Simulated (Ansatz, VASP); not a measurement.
# One calculation of GaP, two programs

```xyz
2
Lattice="0.0000 2.7252 2.7252 2.7252 0.0000 2.7252 2.7252 2.7252 0.0000" Properties=species:S:1:pos:R:3 pbc="T T T"
Ga    0.0000    0.0000    0.0000
P     4.0879    4.0879    4.0879
```

Alike in both runs: task relaxation of cell and atoms; functional RPBE; k mesh 8 × 8 × 8; occupations fermi-dirac, width 0.05 eV; no spin polarisation.

```csv
,VASP,Ansatz
version,VASP 6.6.1,Ansatz 0.2.0
potentials or method,"VASP PAW PBE potentials, release 64 (Ga_d, P)",Ansatz PAW
plane-wave cutoff (eV),600,420
valence electrons in the cell,18,18
```

```tsv
	VASP	Ansatz	Ansatz less VASP
gap on the k mesh at the Fermi level, each at its own relaxed structure (eV)	1.50	1.49	-0.007
relaxed volume (Å³/atom)	21.41	21.43	+0.021
relaxed cell length with the largest relative difference (Å)	3.927	3.928	+0.0013
energy change over the relaxation (meV/atom)	-16	-16	-0.7
```

Caveats: the PAW data sets were made with another functional, which shifts forces and pressure a little (VASP); the plane-wave basis is chosen anew once the cell has moved, so the energies of steps on either side of that aren't comparable (Ansatz); the PAW data sets come from PBE, with cores solved anew for the run's functional, which leaves a small shift of forces and pressure (Ansatz). A hybrid or GW would open this gap; RPBE tends to underestimate it. RPBE and its kin give volumes clearly too large for solids.
